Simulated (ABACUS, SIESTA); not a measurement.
Given: the input of a run of ABACUS 3.10.1 on Se (Selenium). 

Contents of INPUT:

```
INPUT_PARAMETERS
suffix              Se
calculation         scf
basis_type          pw
pseudo_dir          ./
symmetry            1
dft_functional      pbesol
ecutwfc             87
pseudo_rcut         7
nspin               1
nbands              29
ks_solver           dav
smearing_method     fd
smearing_sigma      0.00367493
scf_thr             1e-08
scf_nmax            100
mixing_type         broyden
mixing_beta         0.7
cal_force           1
cal_stress          1
kpar                4
```

The input STRU:

```
ATOMIC_SPECIES
Se 78.9710 Se.upf

LATTICE_CONSTANT
1.8897261246

LATTICE_VECTORS
4.3662000000 0.0000000000 0.0000000000
-2.1831000000 3.7812401180 0.0000000000
0.0000000000 0.0000000000 4.9536000000

ATOMIC_POSITIONS
Direct

Se
0.0
3
0.7746000000 0.7746000000 0.0000000000 1 1 1
0.0000000000 0.2254000000 0.6666666667 1 1 1
0.2254000000 0.0000000000 0.3333333333 1 1 1
```

The input KPT:

```
K_POINTS
0
Gamma
7 7 6 0 0 0
```

Potentials or basis: PseudoDojo NC SR 0.4.1 PBEsol standard, plane waves.

Launch:

```console
$ OMP_NUM_THREADS=1 mpirun -np 4 abacus > log
```

What does the same run look like in SIESTA 5.4.2? Potentials or basis there: files PseudoDojo sr-pbesol-0.4.1-standard, DZP (energy shift 0.003 Ry; two zetas on semicore shells).

As run (cutoffs and basis follow the program's own potentials, and thresholds, step limits or extra output files can differ):

Contents of Se.fdf:

```
SystemName                      Selenium
SystemLabel                     Se
NumberOfSpecies                 1
NumberOfAtoms                   3
%block ChemicalSpeciesLabel
  1  34 Se
%endblock ChemicalSpeciesLabel

LatticeConstant                 1.0 Ang
%block LatticeVectors
     4.3662000000     0.0000000000     0.0000000000
    -2.1831000000     3.7812401180     0.0000000000
     0.0000000000     0.0000000000     4.9536000000
%endblock LatticeVectors
AtomicCoordinatesFormat         Fractional
%block AtomicCoordinatesAndAtomicSpecies
     0.7746000000     0.7746000000     0.0000000000  1  Se
     0.0000000000     0.2254000000     0.6666666667  1  Se
     0.2254000000     0.0000000000     0.3333333333  1  Se
%endblock AtomicCoordinatesAndAtomicSpecies

%block kgrid.MonkhorstPack
    7   0   0  0.0
    0   7   0  0.0
    0   0   6  0.0
%endblock kgrid.MonkhorstPack
XC.Functional                   GGA
XC.Authors                      PBEsol
PAO.BasisSize                   DZP
PAO.EnergyShift                 0.003 Ry
Mesh.Cutoff                     500 Ry
OccupationFunction              FD
ElectronicTemperature           0.05 eV
MaxSCFIterations                120
SCF.MustConverge                false
SCF.Mixer.Method                Pulay
SCF.Mixer.Weight                0.25
SCF.Mixer.History               8
SCF.DM.Tolerance                5.0e-05
SCF.H.Tolerance                 1.0e-03 eV
WriteForces                     true
Charge.Mulliken                 end
Charge.Hirshfeld                end
Charge.Voronoi                  end
SaveRho                         true
SaveElectrostaticPotential      true
%block PAO.Basis
  Se 4
  n=4 0 2
    5.129 0.000
  n=4 1 2
    6.708 0.000
  n=3 2 2
    2.662 0.000
  n=4 2 1
    6.708
%endblock PAO.Basis
```

Potentials or basis: PseudoDojo 0.4 standard (PBEsol files), converted to PSML, two zetas on semicore shells, DZP (energy shift 0.003 Ry; two zetas on semicore shells).

Run with:

```sh
$ siesta Se.fdf > Se.out 2>&1
```

Both were run:

|  | ABACUS | SIESTA |
| --- | --- | --- |
| Pressure | 0.2 GPa | 4.4 GPa |

The two runs disagree by more than potentials and bases usually give (in gap, levels, pressure or energy); the cause wasn't traced.

Pressure is positive in compression.
